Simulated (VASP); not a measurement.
# GaSb (F-43m) in VASP: further runs

GaSb is run at these levels: RPBE, revPBE+D3(BJ), BLYP+D4; tasks: single point.

Program: VASP 6.6.1. These are calculated values, not measurements. Logs are shortened: lines on timing, memory, paths and dates and some standing lists are left out, and cuts for length are marked.

**Measured values to compare with.**

From a printed reference work, data compilation, for a bulk crystal of GaSb at 4.2 K: band gap 0.811 eV (direct).

The runs below are set against these values where they give the same quantity.

## 1. The cell of the first run

The structure is cubic, space group F-43m (No. 216). The conventional cell has a = 6.159 Å, b = 6.159 Å, c = 6.159 Å, α = 90.00°, β = 90.00°, γ = 90.00°. Within 3.5 Å of Sb (site symmetry -43m) lie 4 Ga at 2.67 Å. Ga (site symmetry -43m) has 4 Sb at 2.67 Å within 3.5 Å.

## 2. Single point, RPBE

INCAR

```
  PREC = Accurate
  ENCUT = 520
  EDIFF = 1E-6
  ISMEAR = -1
  SIGMA = 0.05
  LREAL = False
  LASPH = True
  NELM = 60
  ALGO = Normal
  ISIF = 2
  LWAVE = False
  LCHARG = False
  GGA = RP
  NBANDS = 16
```

KPOINTS

```
Automatic mesh
0
Gamma
  8 8 8
```

POSCAR

```
GaSb
1.0
    0.0000000000      3.0792588685      3.0792588685
    3.0792588685      0.0000000000      3.0792588685
    3.0792588685      3.0792588685      0.0000000000
Sb Ga
1 1
Direct
    0.7500000000      0.7500000000      0.7500000000
    0.0000000000      0.0000000000      0.0000000000
```

Potentials or basis: VASP PAW PBE potentials, release 64 (Sb, Ga_d).

Launch:

```console
> cat potpaw_PBE.64/Sb/POTCAR potpaw_PBE.64/Ga_d/POTCAR > POTCAR
> mpirun -np 1 vasp_std > vasp.out
```

OUTCAR:

```text
PREC = Accurate
   ENCUT = 520
   EDIFF = 1E-6
   ISMEAR = -1
   LREAL = False
   LASPH = True
   NELM = 60
   ISIF = 2
   GGA = RP

 ion  position               nearest neighbor table
   1  0.750  0.750  0.750-   2 2.67   2 2.67   2 2.67   2 2.67
   2  0.000  0.000  0.000-   1 2.67   1 2.67   1 2.67   1 2.67

  LATTYP: Found a face centered cubic cell.
 ALAT       =     6.1585177370

  Lattice vectors:

 A1 = (   0.0000000000,   3.0792588685,   3.0792588685)
 A2 = (   3.0792588685,   0.0000000000,   3.0792588685)
 A3 = (   3.0792588685,   3.0792588685,   0.0000000000)

Analysis of symmetry for initial positions (statically):
=====================================================================
 Subroutine PRICEL returns:
 Original cell was already a primitive cell.

 Routine SETGRP: Setting up the symmetry group for a
 face centered cubic supercell.

 Subroutine GETGRP returns: Found 24 space group operations
 (whereof 24 operations were pure point group operations)
 out of a pool of 48 trial point group operations.

The static configuration has the point symmetry T_d .

Analysis of symmetry for dynamics (positions and initial velocities):
=====================================================================
 Subroutine PRICEL returns:
 Original cell was already a primitive cell.

 Routine SETGRP: Setting up the symmetry group for a
 face centered cubic supercell.

 Subroutine GETGRP returns: Found 24 space group operations
 (whereof 24 operations were pure point group operations)
 out of a pool of 48 trial point group operations.

The dynamic configuration has the point symmetry T_d .

 Subroutine INISYM returns: Found 24 space group operations
 (whereof 24 operations are pure point group operations),
 and found     1 'primitive' translations

----------------------------------------------------------------------------------------

                                     Primitive cell

  volume of cell :      58.3941

  direct lattice vectors                    reciprocal lattice vectors
     0.000000000  3.079258869  3.079258869    -0.162376735  0.162376735  0.162376735
     3.079258869  0.000000000  3.079258869     0.162376735 -0.162376735  0.162376735
     3.079258869  3.079258869  0.000000000     0.162376735  0.162376735 -0.162376735

  length of vectors
     4.354729654  4.354729654  4.354729654     0.281244754  0.281244754  0.281244754

  position of ions in fractional coordinates (direct lattice)
     0.750000000  0.750000000  0.750000000
     0.000000000  0.000000000  0.000000000

  ion indices of the primitive-cell ions
   primitive index   ion index
                 1           1
                 2           2

----------------------------------------------------------------------------------------

 KPOINTS: Automatic mesh

Automatic generation of k-mesh.
 Grid dimensions read from file:
 generate k-points for:    8    8    8

 Generating k-lattice:

  Cartesian coordinates                     Fractional coordinates (reciprocal lattice)
    -0.020297092  0.020297092  0.020297092     0.125000000  0.000000000  0.000000000
     0.020297092 -0.020297092  0.020297092     0.000000000  0.125000000  0.000000000
     0.020297092  0.020297092 -0.020297092     0.000000000  0.000000000  0.125000000

  Length of vectors
     0.035155594  0.035155594  0.035155594

  Shift w.r.t. Gamma in fractional coordinates (k-lattice)
     0.000000000  0.000000000  0.000000000

 Subroutine IBZKPT returns following result:
 ===========================================

 Found     29 irreducible k-points:

 Following reciprocal coordinates:
            Coordinates               Weight
  0.000000  0.000000  0.000000      1.000000
  0.125000  0.000000  0.000000      8.000000
  0.250000  0.000000  0.000000      8.000000
  0.375000  0.000000  0.000000      8.000000
  0.500000  0.000000  0.000000      4.000000
  0.125000  0.125000  0.000000      6.000000
[... 16 lines left out ...]
  0.500000  0.250000  0.125000     48.000000
 -0.375000  0.250000  0.125000     24.000000
 [... further k-points ...]
   k-points           NKPTS =     29   k-points in BZ     NKDIM =     29   number of bands    NBANDS=     16
   number of dos      NEDOS =    301   number of ions     NIONS =      2
   total plane-waves  NPLWV =  32768
   dimension x,y,z NGX =    32 NGY =   32 NGZ =   32
   dimension x,y,z NGXF=    64 NGYF=   64 NGZF=   64
   ions per type =               1   1
   NGX,Y,Z   is equivalent  to a cutoff of  12.22, 12.22, 12.22 a.u.
   NGXF,Y,Z  is equivalent  to a cutoff of  24.43, 24.43, 24.43 a.u.
 SYSTEM =  unknown system
   PREC   = accura    normal or accurate (medium, high low for compatibility)
   ISTART =      0    job   : 0-new  1-cont  2-samecut
   ICHARG =      2    charge: 1-file 2-atom 10-const
   ISPIN  =      1    spin polarized calculation?
   LNONCOLLINEAR =      F non collinear calculations
   LSORBIT =      F    spin-orbit coupling
   LASPH  =      T    aspherical Exc in radial PAW
   ENCUT  =  520.0 eV  38.22 Ry    6.18 a.u.   8.10  8.10  8.10*2*pi/ulx,y,z
   NELM   =     60;   NELMIN=  2; NELMDL= -5     # of ELM steps
   EDIFF  = 0.1E-05   stopping-criterion for ELM
   LREAL  =      F    real-space projection
   EDIFFG = 0.1E-04   stopping-criterion for IOM
   NSW    =      0    number of steps for IOM
   IBRION =     -1    ionic relax: 0-MD 1-quasi-New 2-CG
   NFREE  =      0    steps in history (QN), initial steepest desc. (CG)
   ISIF   =      2    stress and relaxation
   ISYM   =      2    0-nonsym 1-usesym 2-fastsym
   POTIM  = 0.5000    time-step for ionic-motion
   TEBEG  =    0.0;   TEEND  =   0.0 temperature during run
   PSTRESS=    0.0 pullay stress
   NELECT =      18.0000    total number of electrons
   NUPDOWN=      -1.0000    fix difference up-down
   EMIN   =  10.00;   EMAX   =-10.00  energy-range for DOS
   EFERMI =   0.00;   METHOD = LEGACY
   ISMEAR =    -1;   SIGMA  =   0.05  broadening in eV -4-tet -1-fermi 0-gaus
   EFERMI_NEDOS =   21; number of points for ismear=-14 and -15
   IALGO  =     38    algorithm
   IMIX   =      4    mixing-type and parameters
     AMIX     =   0.40;   BMIX     =  1.00
     AMIX_MAG =   1.60;   BMIX_MAG =  1.00
  volume/ion in A,a.u.               =      29.20       197.03
  Fermi-wavevector in a.u.,A,eV,Ry     =   1.105884  2.089817 16.639637  1.222979
  Thomas-Fermi vector in A             =   2.242377
   LORBIT       =      0    0 simple, 1 ext, 2 COOP (PROOUT), +10 PAW based schemes
   GGA     = RP    functional components
   LHFCALC =     F    Hartree Fock is set to
   AEXX    =    0.0000 exact exchange contribution
   IVDW    =     0    specifies the selected vdW correction
   LEPSILON=     F    determine dielectric tensor
   LRPA    =     F    only Hartree local field effects (RPA)
 non-spin polarized calculation
  energy-cutoff  :      520.00
  volume of cell :       58.39
 maximum number of plane-waves:      1591
   NGX = 17   NGY = 17   NGZ = 17

 number of electron      17.9999997 magnetization

 Free energy of the ion-electron system (eV)
  ---------------------------------------------------
  ext. energy  EPLUGINS =         0.00000000
  ---------------------------------------------------
  free energy    TOTEN  =        -6.67550237 eV

  energy without entropy =       -6.67499852  energy(sigma->0) =       -6.67525044

 E-fermi :   4.8364     XC(G=0):  -8.8313

 val. band max:        4.7800202189   @ k =   0.0000   0.0000   0.0000
 cond. band min:       5.2241506618   @ k =   0.5000   0.0000   0.0000
 fundamental gap:      0.4441304430
 Fermi energy:         4.8363739202

 k-point     1 :       0.0000    0.0000    0.0000
  band No.  band energies     occupation
      1     -10.2196      2.00000
      2     -10.2196      2.00000
      3     -10.2196      2.00000
      4     -10.1731      2.00000
      5     -10.1731      2.00000
      6      -6.5263      2.00000
[... 8 lines left out ...]
     15      13.3060      0.00000
     16      13.3060      0.00000

 k-point     2 :       0.1250    0.0000    0.0000
  band No.  band energies     occupation
      1     -10.2233      2.00000
      2     -10.2179      2.00000
      3     -10.2179      2.00000
      4     -10.1733      2.00000
      5     -10.1733      2.00000
      6      -6.3706      2.00000
[... 8 lines left out ...]
     15      12.5786      0.00000
     16      12.5786      0.00000

 k-point     3 :       0.2500    0.0000    0.0000
  band No.  band energies     occupation
      1     -10.2322      2.00000
      2     -10.2142      2.00000
      3     -10.2142      2.00000
      4     -10.1735      2.00000
      5     -10.1735      2.00000
      6      -5.9280      2.00000
[... 8 lines left out ...]
     15      12.3720      0.00000
     16      12.3720      0.00000

 k-point     4 :       0.3750    0.0000    0.0000
  band No.  band energies     occupation
      1     -10.2410      2.00000
      2     -10.2109      2.00000
      3     -10.2109      2.00000
      4     -10.1731      2.00000
      5     -10.1731      2.00000
      6      -5.3177      2.00000
[... 8 lines left out ...]
     15      13.3026      0.00000
     16      13.3026      0.00000

 k-point     5 :       0.5000    0.0000    0.0000
  band No.  band energies     occupation
      1     -10.2446      2.00000
      2     -10.2097      2.00000
      3     -10.2097      2.00000
      4     -10.1728      2.00000
      5     -10.1728      2.00000
      6      -4.9570      2.00000
[... 8 lines left out ...]
     15      14.6415      0.00000
     16      14.6415      0.00000

 k-point     6 :       0.1250    0.1250    0.0000
  band No.  band energies     occupation
      1     -10.2264      2.00000
      2     -10.2164      2.00000
      3     -10.2164      2.00000
      4     -10.1744      2.00000
      5     -10.1726      2.00000
      6      -6.3180      2.00000
[... 8 lines left out ...]
     15      11.8368      0.00000
     16      13.5045      0.00000

 k-point     7 :       0.2500    0.1250    0.0000
  band No.  band energies     occupation
      1     -10.2338      2.00000
      2     -10.2132      2.00000
      3     -10.2125      2.00000
      4     -10.1755      2.00000
      5     -10.1722      2.00000
      6      -5.9674      2.00000
[... 8 lines left out ...]
     15      12.9263      0.00000
     16      13.3285      0.00000

 k-point     8 :       0.3750    0.1250    0.0000
  band No.  band energies     occupation
      1     -10.2417      2.00000
      2     -10.2102      2.00000
      3     -10.2090      2.00000
      4     -10.1756      2.00000
      5     -10.1720      2.00000
      6      -5.3939      2.00000
[... 8 lines left out ...]
     15      13.2280      0.00000
     16      13.9657      0.00000

 k-point     9 :       0.5000    0.1250    0.0000
  band No.  band energies     occupation
      1     -10.2462      2.00000
      2     -10.2086      2.00000
      3     -10.2076      2.00000
      4     -10.1745      2.00000
      5     -10.1725      2.00000
      6      -4.8827      2.00000
[... 8 lines left out ...]
     15      14.4714      0.00000
     16      14.6546      0.00000
[... 172 lines left out ...]
 k-point    19 :       0.5000    0.3750    0.0000
  band No.  band energies     occupation
      1     -10.2579      2.00000
      2     -10.1993      2.00000
      3     -10.1985      2.00000
      4     -10.1822      2.00000
      5     -10.1700      2.00000
      6      -4.3444      2.00000
[... 8 lines left out ...]
     15      15.2131      0.00000
     16      15.4953      0.00000

 k-point    20 :      -0.3750    0.3750    0.0000
  band No.  band energies     occupation
      1     -10.2553      2.00000
      2     -10.2019      2.00000
      3     -10.1999      2.00000
      4     -10.1797      2.00000
      5     -10.1716      2.00000
      6      -4.2215      2.00000
[... 8 lines left out ...]
     15      13.5847      0.00000
     16      16.9167      0.00000

 k-point    21 :       0.5000    0.5000    0.0000
  band No.  band energies     occupation
      1     -10.2609      2.00000
      2     -10.1968      2.00000
      3     -10.1968      2.00000
      4     -10.1840      2.00000
      5     -10.1692      2.00000
      6      -4.1570      2.00000
[... 8 lines left out ...]
     15      15.5627      0.00000
     16      16.0273      0.00000

 k-point    22 :       0.3750    0.2500    0.1250
  band No.  band energies     occupation
      1     -10.2413      2.00000
      2     -10.2097      2.00000
      3     -10.2084      2.00000
      4     -10.1767      2.00000
      5     -10.1718      2.00000
      6      -5.5419      2.00000
[... 8 lines left out ...]
     15      13.9221      0.00000
     16      14.0602      0.00000

 k-point    23 :       0.5000    0.2500    0.1250
  band No.  band energies     occupation
      1     -10.2472      2.00000
      2     -10.2075      2.00000
      3     -10.2053      2.00000
      4     -10.1766      2.00000
      5     -10.1722      2.00000
      6      -4.9579      2.00000
[... 8 lines left out ...]
     15      13.5794      0.00000
     16      14.9891      0.00000

 k-point    24 :      -0.3750    0.2500    0.1250
  band No.  band energies     occupation
      1     -10.2494      2.00000
      2     -10.2068      2.00000
      3     -10.2040      2.00000
      4     -10.1759      2.00000
      5     -10.1729      2.00000
      6      -4.6145      2.00000
[... 8 lines left out ...]
     15      14.5118      0.00000
     16      14.9325      0.00000

 [... further k-points ...]
[... 5 lines left out ...]
  --------------------------------------------------------------------------------------
  -------------------------------------------------------------------------------------
  Total        1.0535960      1.0535960      1.0535960     -0.0000000      0.0000000     -0.0000000
  in kB       28.9078696     28.9078696     28.9078696     -0.0000000      0.0000000     -0.0000000
  external PRESSURE =      28.9078696 kB  Pullay stress =       0.0000000 kB

 VOLUME and BASIS-vectors are now :
 -----------------------------------------------------------------------------
  energy-cutoff  :      520.00
  volume of cell :       58.39
      direct lattice vectors                 reciprocal lattice vectors
     0.000000000  3.079258869  3.079258869    -0.162376735  0.162376735  0.162376735
     3.079258869  0.000000000  3.079258869     0.162376735 -0.162376735  0.162376735
     3.079258869  3.079258869  0.000000000     0.162376735  0.162376735 -0.162376735

 POSITION                                       TOTAL-FORCE (eV/Angst)
 -----------------------------------------------------------------------------------
      4.61889      4.61889      4.61889        -0.000000     -0.000000      0.000000
      0.00000      0.00000      0.00000         0.000000      0.000000     -0.000000
 -----------------------------------------------------------------------------------
    total drift:                               -0.000002     -0.000002     -0.000002

  FREE ENERGIE OF THE ION-ELECTRON SYSTEM (eV)
  ---------------------------------------------------
  free  energy   TOTEN  =        -6.6755023704 eV

  energy  without entropy=       -6.6749985174  energy(sigma->0) =       -6.67525044
```

It took 9.6 s on 1 thread of AMD EPYC 9R45 (Zen 5), shared host; peak memory 0.16 GiB.

Results:

* Free energy: -6.6755 eV
* Pressure: 2.9 GPa
* Band gap on the k mesh: zero (filled and empty bands touch)

Levels at points of the mesh, in eV from the Fermi level:
```
           k point  band 5  band 6  band 7  band 8  band 9  band 10  band 11  band 12  band 13  band 14
(0.00, 0.00, 0.00)  -15.01  -11.36   -0.06   -0.06   -0.06    -0.06     2.74     2.74     2.74     5.95
(0.50, 0.00, 0.00)  -15.01   -9.79   -6.29   -1.18   -1.18     0.39     3.72     3.72     6.59     9.33
(0.50, 0.50, 0.00)  -15.01   -8.99   -6.74   -2.55   -2.55     0.95     1.33     8.53     8.53     9.96
```

Caveat: the PAW data sets were made with another functional, which shifts forces and pressure a little; spin-orbit coupling is left out, which moves the levels of the heavy elements.

[end of part 1 of 2]
